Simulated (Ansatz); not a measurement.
**V: relaxation of cell and atoms with PBEsol**

V:

```
V
1.0
     2.60429    0.00000    0.00000
    -1.30215    2.25538    0.00000
     0.00000    0.00000    4.72334
V
2
Cartesian
  0.0000 1.5036 1.1808
  1.3021 0.7518 3.5425
```

This isn't the form of V at room conditions, which is bcc.

- Program: Ansatz 0.2.0
- Task: relaxation of cell and atoms
- Functional: PBEsol
- Potentials or basis: all-electron LAPW, scalar-relativistic
- Basis error allowed: 0.001 eV/atom
- k mesh: 12 × 12 × 6
- Occupations: fermi-dirac, width 0.05 eV
- Spin: collinear spin, ferromagnetic start
- Starting moments: [2.0, 2.0] μB

```json
{
  "Relaxed volume": "13.30 Å³/atom",
  "Relaxed cell": "a = 2.569 Å, b = 2.569 Å, c = 4.655 Å, α = 90.00°, β = 90.00°, γ = 120.00°",
  "Space group after relaxing (to 0.05 Å)": "P6_3/mmc (No. 194)",
  "Energy gained by relaxing": "13.3 meV/atom",
  "Ionic steps": "6",
  "Pressure after relaxing": "0.0 GPa",
  "Net moment": "0.00 μB per cell",
  "Absolute moment": "0.00 μB per cell"
}
```

The path:
| step | energy change (eV) | largest force (eV/Å) | volume (Å³) |
| --- | --- | --- | --- |
| 1 | 0.0000 | 0.0000 | 27.74 |
| 2 | -0.0219 | 0.0000 | 26.29 |
| 3 | -0.0263 | 0.0000 | 26.66 |
| 4 | -0.0265 | 0.0000 | 26.64 |
| 5 | -0.0266 | 0.0000 | 26.61 |
| 6 | -0.0266 | 0.0000 | 26.61 |

Final structure:
```
V
1.0
     2.56909    0.00000    0.00000
    -1.28454    2.22490    0.00000
     0.00000    0.00000    4.65503
V
2
Direct
  0.33333 0.66667 0.25000
  0.66667 0.33333 0.75000
```

Run time: 62 s on 2 threads of Arm Neoverse V1, on a shared host, peak memory 0.5 GiB.

Caveat: the starting moments weren't kept.
